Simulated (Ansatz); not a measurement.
## SnO2: equation of state with LDA

SnO2:

```xyz
3
Lattice="0.0000 2.5741 2.5741 2.5741 0.0000 2.5741 2.5741 2.5741 0.0000" Properties=species:S:1:pos:R:3 pbc="T T T"
Sn    0.0000    0.0000    0.0000
O     3.8612    3.8612    3.8612
O     1.2871    1.2871    1.2871
```

Measurements of this composition are mostly on another form, of space group No. 136.

* Program: Ansatz 0.2.0
* Task: equation of state
* Functional: LDA
* Potentials or basis: all-electron LAPW, scalar-relativistic
* Basis error allowed: 0.002 eV/atom
* k mesh: 9 × 9 × 9
* Occupations: fermi-dirac, width 0.05 eV
* Spin: no spin polarisation

- Equilibrium volume: 10.67 Å³/atom (rough: see the caveat)
- Bulk modulus: 222 GPa (rough)

Energy against volume, from the lowest point:
| volume (Å³/atom) | energy (meV/atom) |
| --- | --- |
| 10.689 | 0.00 |
| 10.916 | 3.82 |
| 11.144 | 13.51 |
| 11.371 | 28.42 |
| 11.599 | 48.04 |
| 11.826 | 71.77 |
| 12.054 | 99.10 |

All runs of the series together: 31 s on 2 threads of AMD EPYC 7R13 Processor (Zen 3) (shared host).

Caveat: the minimum lies outside the volumes run.
